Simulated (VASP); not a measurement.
**VASP 6.6.1 run: BeS**

INCAR

```
ADDGRID = .TRUE.
GGA = PE
ISMEAR = -1
ISIF = 3
IBRION = 2
LREAL = .FALSE.
ENCUT = 600
NBANDS = 11
LASPH = .TRUE.
EDIFF = 1E-7
NSW = 40
LWAVE = .FALSE.
PREC = Accurate
NELM = 120
SIGMA = 0.02
LCHARG = .FALSE.
EDIFFG = -5E-3
```

KPOINTS

```
KPOINTS created by Atomic Simulation Environment
0
Gamma
10 10 10
0 0 0
```

POSCAR

```
Be S
 1.0000000000000000
     0.0000000000000000    2.2159858032000002    2.2159858032000002
     2.2159858032000002    0.0000000000000000    2.2159858032000002
     2.2159858032000002    2.2159858032000002    0.0000000000000000
 Be  S
   1   1
Cartesian
  0.0000000000000000  0.0000000000000000  0.0000000000000000
  1.1079929016000001  1.1079929016000001  1.1079929016000001
```

The recommended PBE PAW datasets give the neutral cell 8 valence electrons.

Command

```
mpirun -np 1 vasp_std
```

OSZICAR

```
N       E                     dE             d eps       ncg     rms          rms(c)
DAV:   1     0.232910144742E+02    0.23291E+02   -0.44031E+03  1034   0.721E+02
DAV:   2    -0.842674692772E+01   -0.31718E+02   -0.30566E+02  1332   0.137E+02
DAV:   3    -0.958755092510E+01   -0.11608E+01   -0.11582E+01  1361   0.243E+01
DAV:   4    -0.959329642113E+01   -0.57455E-02   -0.57446E-02  1279   0.199E+00
DAV:   5    -0.959333209219E+01   -0.35671E-04   -0.35671E-04  1325   0.149E-01    0.832E+00
DAV:   6    -0.929675151610E+01    0.29658E+00   -0.17719E-01  1305   0.265E+00    0.548E+00
DAV:   7    -0.919492453087E+01    0.10183E+00   -0.25936E-01  1431   0.299E+00    0.117E+00
DAV:   8    -0.919588346429E+01   -0.95893E-03   -0.10307E-02  1145   0.667E-01    0.118E-01
DAV:   9    -0.919585797398E+01    0.25490E-04   -0.13555E-04  1388   0.899E-02    0.420E-02
DAV:  10    -0.919587541586E+01   -0.17442E-04   -0.40189E-05  1157   0.341E-02    0.376E-02
...
DAV:   8    -0.100120815869E+02   -0.22901E-07   -0.23909E-09   532   0.348E-04
   4 F= -.10012082E+02 E0= -.10012082E+02  d E =-.816201E+00
       N       E                     dE             d eps       ncg     rms          rms(c)
DAV:   1    -0.100122604552E+02   -0.17889E-03   -0.27375E-03  1073   0.272E-01    0.987E-02
DAV:   2    -0.100121314583E+02    0.12900E-03   -0.30252E-04  1267   0.819E-02    0.372E-02
DAV:   3    -0.100121171355E+02    0.14323E-04   -0.79561E-05  1198   0.418E-02    0.238E-02
DAV:   4    -0.100121172995E+02   -0.16399E-06   -0.11565E-06  1217   0.706E-03    0.196E-02
DAV:   5    -0.100121184392E+02   -0.11397E-05   -0.91218E-07  1262   0.522E-03    0.220E-03
DAV:   6    -0.100121183623E+02    0.76892E-07   -0.20154E-08   550   0.111E-03
   5 F= -.10012118E+02 E0= -.10012118E+02  d E =-.367754E-04
```

From OUTCAR

```
k-points           NKPTS =     47   k-points in BZ     NKDIM =     47   number of bands    NBANDS=     11

   NELECT =       8.0000    total number of electrons

   dimension x,y,z NGX =    28 NGY =   28 NGZ =   28
   dimension x,y,z NGXF=    56 NGYF=   56 NGZF=   56

  energy-cutoff  :      600.00
  volume of cell :       28.98
      direct lattice vectors                 reciprocal lattice vectors
    -0.000000000  2.437812778  2.437812778    -0.205101887  0.205101887  0.205101887
     2.437812778  0.000000000  2.437812778     0.205101887 -0.205101887  0.205101887
     2.437812778  2.437812778 -0.000000000     0.205101887  0.205101887 -0.205101887

 k-points in reciprocal lattice and weights: KPOINTS created by Atomic Simulation Env
   0.00000000  0.00000000  0.00000000       0.001
   0.10000000  0.00000000  0.00000000       0.008
   0.20000000  0.00000000  0.00000000       0.008
   0.30000000  0.00000000  0.00000000       0.008
   0.40000000  0.00000000  0.00000000       0.008
   0.50000000  0.00000000  0.00000000       0.004
   0.10000000  0.10000000  0.00000000       0.006
   0.20000000  0.10000000  0.00000000       0.024
   ...

 E-fermi :   4.4428

 k-point     1 :       0.0000    0.0000    0.0000
  band No.  band energies     occupation
      1      -9.5750      2.00000
      2       4.0125      2.00000
      3       4.0125      2.00000
      4       4.0125      2.00000
      5       9.6883      0.00000
      6       9.6883      0.00000
      7       9.6883      0.00000
      8       9.7651      0.00000
      9      16.7952      0.00000
     10      16.7952      0.00000
     11      18.7621      0.00000

 k-point     2 :       0.1000    0.0000    0.0000
  band No.  band energies     occupation
      1      -9.4632      2.00000
      2       3.2017      2.00000
      3       3.8831      2.00000
      4       3.8831      2.00000
      5       9.5929      0.00000
      6       9.9234      0.00000
      7       9.9234      0.00000
      8      10.6822      0.00000
      9      16.2905      0.00000
     10      16.2905      0.00000
     11      18.7010      0.00000

 k-point     3 :       0.2000    0.0000    0.0000
  band No.  band energies     occupation
      1      -9.1444      2.00000
      2       1.5900      2.00000
      3       3.5880      2.00000
      4       3.5880      2.00000
      5       9.5468      0.00000
      6      10.3988      0.00000
      7      10.3988      0.00000
      8      12.3393      0.00000
      9      15.7990      0.00000
     10      15.7990      0.00000
     11      18.3672      0.00000

 k-point     4 :       0.3000    0.0000    0.0000
  band No.  band energies     occupation
      1      -8.6806      2.00000
      2      -0.0117      2.00000
      3       3.2847      2.00000
      4       3.2847      2.00000
      5       9.4951      0.00000
      6      10.6594      0.00000
      7      10.6594      0.00000
      8      13.8992      0.00000
      9      16.2292      0.00000
     10      16.2292      0.00000
     11      18.1260      0.00000

 k-point     5 :       0.4000    0.0000    0.0000
  band No.  band energies     occupation
      1      -8.2172      2.00000
      2      -1.2116      2.00000
      3       3.0740      2.00000
      4       3.0740      2.00000
      5       9.4513      0.00000
      6      10.6293      0.00000
      7      10.6293      0.00000
      8      14.8720      0.00000
      9      17.6108      0.00000
     10      17.6108      0.00000
     11      18.4786      0.00000

 ...

  Total        0.0051292      0.0051292      0.0051292     -0.0000000     -0.0000000      0.0000000
  in kB        0.2836168      0.2836168      0.2836168     -0.0000000     -0.0000000      0.0000000
  external PRESSURE =       0.2836168 kB  Pullay stress =       0.0000000 kB

 POSITION                                       TOTAL-FORCE (eV/Angst)
 -----------------------------------------------------------------------------------
      0.00000      0.00000      0.00000        -0.000000     -0.000000     -0.000000
      1.21891      1.21891      1.21891         0.000000      0.000000      0.000000
 -----------------------------------------------------------------------------------
    total drift:                               -0.000000     -0.000000     -0.000000

  FREE ENERGIE OF THE ION-ELECTRON SYSTEM (eV)
  ---------------------------------------------------
  free  energy   TOTEN  =       -10.0121183623 eV

  energy  without entropy=      -10.0121183623  energy(sigma->0) =      -10.01211836
```

```
ionic step  ΔE (meV/atom)  volume (Å³)  largest force (eV/Å)  pressure (GPa)  electronic steps
         1            0.0        21.76                 0.000           45.44                13
         2         -342.5        33.00                 0.000           -9.43                10
         3         -408.1        28.89                 0.000            0.31                 9
         4         -408.1        29.04                 0.000           -0.19                 8
         5         -408.1        28.98                 0.000            0.03                 6
```

It converged. Results: relaxed cell vector lengths 3.448, 3.448, 3.448 Å; relaxed cell volume 28.98 Å³.

 The volume moved far on the plane waves of the start cell, so a restart from CONTCAR is due.

For comparison, a separate PBE relaxation on usual settings, not on those above, ends at 29.00 Å³.

The run above took about 30 s on one core of a shared host (Intel Xeon 6975P-C) and held 0.23 GiB at most.
